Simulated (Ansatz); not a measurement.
## CuO under pressure: fit and missing row

CuO, Cccm, a = 4.088 Å, b = 4.098 Å, c = 5.092 Å. This isn't the usual stable structure of the compound. Ansatz: PBEsol, PAW, 420 eV, Γ-centred 14×14×8 mesh on 4 atoms, Gaussian smearing 0.10 eV; no spin polarisation. Cell and atoms are relaxed at each pressure, and no other structure is tried, so the rows at high pressure may lie past a change of phase.

| V (Å³/atom) | P (GPa) |
| --- | --- |
| ? | 15.00 |
| 10.167 | 8.01 |
| 10.464 | 3.01 |
| 10.663 | 0.00 |
| 10.885 | -3.05 |

Take V0 = 10.663 Å³/atom, fit the third-order Birch–Murnaghan form to the other rows, and predict the missing volume.

With the Eulerian strain f = ½[(V0/V)^(2/3) − 1] and y = P/[3f(1 + 2f)^(5/2)], the form is the line y = B0 + 1.5 B0 (B0′ − 4) f. Rows (f, y): 0.01613, 152.9; 0.00632, 153.8; -0.00682, 154.3. Means f = 0.005210, y = 153.67; Σ(Δf)² = 0.0002652, ΣΔfΔy = -0.01584; the slope is their ratio. y = 154.0 − 59.74 f GPa, so B0 = 154.0 GPa and B0′ = 4 + 2 × (-59.74)/(3 × 154.0) = 3.74. P = 15.00 GPa is met at f = 0.02857 (y = 152.29), so V = V0 (1 + 2f)^(−3/2) = 9.810 Å³/atom. The run gave 9.809 Å³/atom, so the fit is 0.001 Å³/atom too high, a small miss on the scale of the series. The form still works here, 63 % of the fitted range beyond its end.

Spin polarisation was left out, and a magnetic state may lie lower.

Cost: 5 runs of about 22 core-minutes in all, on AMD EPYC 7R43 (Zen 3) (shared hosts).